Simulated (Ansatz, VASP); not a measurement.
# Gd: VASP beside Ansatz

The input INCAR:

```
ALGO     = Fast           # electronic algorithm
EDIFF    = 1E-7           # SCF threshold, eV
ENCUT    = 520            # plane-wave cutoff, eV
GGA      = PS             # functional
ISIF     = 2              # what is computed and relaxed
ISMEAR   = -1             # smearing method
ISPIN    = 2              # spin polarisation
LASPH    = T              # aspherical terms in the spheres
LCHARG   = F              # write CHGCAR
LMAXMIX  = 6              # l up to which the mixer works
LORBIT   = 11             # projections on sites
LREAL    = F              # projectors in reciprocal space
LWAVE    = F              # write WAVECAR
MAGMOM   = 7              # initial moments
NBANDS   = 19             # bands
NELM     = 150            # most SCF steps
PREC     = Accurate       # precision mode
SIGMA    = 0.05           # smearing width, eV
```

The input KPOINTS:

```
k-points
0
Gamma
  9 9 9
```

POSCAR

```
Gd
1.0
   -2.0516477927      2.0516477927      2.0516477927
    2.0516477927     -2.0516477927      2.0516477927
    2.0516477927      2.0516477927     -2.0516477927
Gd
1
Direct
    0.0000000000      0.0000000000      0.0000000000
```

input.yaml

```yaml
crystal:
  lattice:
    - [-2.0516477927, 2.0516477927, 2.0516477927]
    - [2.0516477927, -2.0516477927, 2.0516477927]
    - [2.0516477927, 2.0516477927, -2.0516477927]
  atoms:
    - { symbol: Gd, position: [0.0, 0.0, 0.0], spin: 7.0 }
hamiltonian:
  xc: pbesol
  pseudopotentials: { kind: paw }
magnetization:
  spin_polarized: true
kpoints:
  mp_grid: { grid: [9, 9, 9] }
scf:
  occupations: { method: fermi_dirac, width: 0.05 }
output:
  forces: true
  stress: true
  eigenvalues: true
  write_density: true
  write_potential: true
  elf: true
  volumetric_format: npy
```

This isn't the form of Gd at room conditions, which is hcp.

Alike in both runs: task single point; functional PBEsol; k mesh 9 × 9 × 9; occupations fermi-dirac, width 0.05 eV; collinear spin.

|  | VASP | Ansatz |
| --- | --- | --- |
| version | VASP 6.6.1 | Ansatz 0.2.0 |
| potentials or method | VASP PAW PBE potentials, release 64 (Gd) | Ansatz PAW |
| plane-wave cutoff (eV) | 520 | 420 |
| valence electrons in the cell | 18 | 18 |

```tsv
	VASP	Ansatz	Ansatz less VASP
gap on the k mesh at the Fermi level (eV)	none	none	-
pressure (GPa)	-3.4	-3.3	+0.03
net moment per atom (μB)	7.62	7.62	-0.002
size of the moment on the site where the two differ most (μB)	7.00	7.33	+0.337
```

Site moments also hang on the region over which each program counts them. A gap of «none» marks a metal or a gap that the smearing closes.

Caveats: spin-orbit coupling is left out, which moves the levels of the heavy elements; the PAW data sets were made with another functional, which shifts forces and pressure a little (VASP); the PAW data sets come from PBE, with cores solved anew for the run's functional, which leaves a small shift of forces and pressure (Ansatz). The state reached can hang on the start; a lower one may exist.
